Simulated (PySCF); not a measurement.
Identify the unknown among the candidates.

All candidates are C7H6O.

| technique | computed result |
| --- | --- |
| Valence photoelectron | vertical ionisation energy: 9.09 eV [ΔSCF wB97X-D/def2-SVPD] |
| Triplet | lowest triplet excitation (Tamm–Dancoff): 2.38 eV [TDA wB97X-D/def2-SVPD] |
| 13C NMR | chemical shifts (computed TMS as zero) by class: 186.5 (1 C), 145.1 (1 C), 144.2 (2 C), 138.1 (1 C), 137.1 (2 C) ppm [GIAO PBE0/pcSseg-1] |
| Couplings | largest of the computed one-bond spin–spin couplings (means over like bonds): 13C–1H +173.5 (×2), 13C–1H +171.9 (×2), 13C–1H +168.6 (×2), 13C–13C +76.3, 13C–13C +67.8 (×2), 13C–13C +57.0 (×2), 13C–13C +55.1 (×2), 17O–13C +32.6 Hz [B3LYP/pcJ-1, spin–dipole term left out] |
| Rotational structure | rotational constants A, B, C: 5.282, 1.639, 1.251 GHz [PBE0-D3(BJ)/def2-SVP] |
| UV, strongest line | among the 10 lowest singlet transitions: S3 at 4.72 eV (263 nm, f = 0.624) [TDDFT wB97X-D/def2-SVPD] |
| UV, first state | lowest singlet excitation: 3.31 eV (375 nm, f = 0.000) [TDDFT wB97X-D/def2-SVPD] |
| NMR, other nuclei | isotropic shieldings of nuclei other than C and H, by class: -342 (1 O) ppm [GIAO PBE0/pcSseg-1] |
| Dipole | 4.88 D [wB97X-D/def2-SVPD] |
| 1H NMR | chemical shifts (computed TMS as zero) by class: 7.12 (2 H), 6.36 (2 H), 5.99 (2 H) ppm [GIAO PBE0/pcSseg-1] |

The electronic properties come from PySCF, for the isolated species, density fitting. Levels stand in brackets. Isolated species at its PBE0-D3(BJ)/def2-SVP geometry, gas phase. Each NMR value is the plain mean over a class of atoms that symmetry, rotation or inversion makes alike.

Task: Which candidate is it?
A. `C=C1C=CC(=O)C=C1`
B. `C#CCc1ccco1`
C. `O=Cc1ccccc1`

Result: A. It is `C=C1C=CC(=O)C=C1`. Numbering: `[CH2:1]=[C:2]1[CH:3]=[CH:4][C:5](=[O:6])[CH:7]=[CH:8]1`. Its formula, C7H6O, gives 5 degrees of unsaturation: 1 ring and 4 π bonds in the structure found. 7 carbons fall into 5 classes; from least to most shielded: ketone carbonyl carbon [C5] (186.5 ppm), fully substituted alkene carbon [C2] (145.1 ppm), alkene CH carbon [C3/C8] (144.2 ppm, 2 C), terminal =CH2 carbon [C1] (138.1 ppm), alkene CH carbon [C4/C7] (137.1 ppm, 2 C). Hydrogen classes from least to most shielded: 2 H on 2 alkene CH carbons, C3/C8 (7.12 ppm), 2 H on 2 alkene CH carbons, C4/C7 (6.36 ppm), 2 H on a terminal =CH2 carbon, C1 (5.99 ppm). The other shieldings belong to: -342 ppm, ketone oxygen [O6]. The couplings run between: +173.5 Hz, alkene CH carbon [C4] and its hydrogen (with 1 like pair); +171.9 Hz, terminal =CH2 carbon [C1] and its hydrogen (with 1 like pair); +168.6 Hz, alkene CH carbon [C3] and its hydrogen (with 1 like pair); +76.3 Hz, terminal =CH2 carbon [C1] and fully substituted alkene carbon [C2]; +67.8 Hz, alkene CH carbon [C3] and alkene CH carbon [C4] (with 1 like pair); +57.0 Hz, alkene CH carbon [C4] and ketone carbonyl carbon [C5] (with 1 like pair); +55.1 Hz, fully substituted alkene carbon [C2] and alkene CH carbon [C3] (with 1 like pair); +32.6 Hz, ketone oxygen [O6] and ketone carbonyl carbon [C5]. S1 is mainly HOMO−1→LUMO (weight 0.92); the largest Löwdin shares of the orbital it empties are 0.64 on the ketone oxygen, 0.12 on the ketone carbonyl carbon and 0.08 on each of 2 atoms of one kind (alkene CH carbon), of the orbital it fills 0.24 on the terminal =CH2 carbon, 0.15 on the ketone oxygen, 0.11 on the ketone carbonyl carbon and 0.10 on the fully substituted alkene carbon. The optimised geometry has point group C2v and is an asymmetric top.

The others, at the same levels:
- `C#CCc1ccco1` fails: its computed lowest singlet excitation is 6.14 eV (202 nm, f = 0.284) (against 3.31 eV), vertical ionisation energy is 8.54 eV (against 9.09 eV) and lowest triplet excitation (Tamm–Dancoff) is 4.07 eV (against 2.38 eV).
- `O=Cc1ccccc1` fails: its computed lowest singlet excitation is 3.90 eV (318 nm, f = 0.000) (against 3.31 eV), vertical ionisation energy is 9.67 eV (against 9.09 eV) and lowest triplet excitation (Tamm–Dancoff) is 3.41 eV (against 2.38 eV).

Each candidate is one conformer, not necessarily the lowest. The conformers computed, where there is a choice (atom-mapped SMILES and torsion angles):
- `[CH:1]#[C:2][CH2:3][c:4]1[cH:5][cH:6][cH:7][o:8]1`: C2–C3–C4–C5 64°
- `[O:1]=[CH:2][c:3]1[cH:4][cH:5][cH:6][cH:7][cH:8]1`: O1–C2–C3–C4 180°
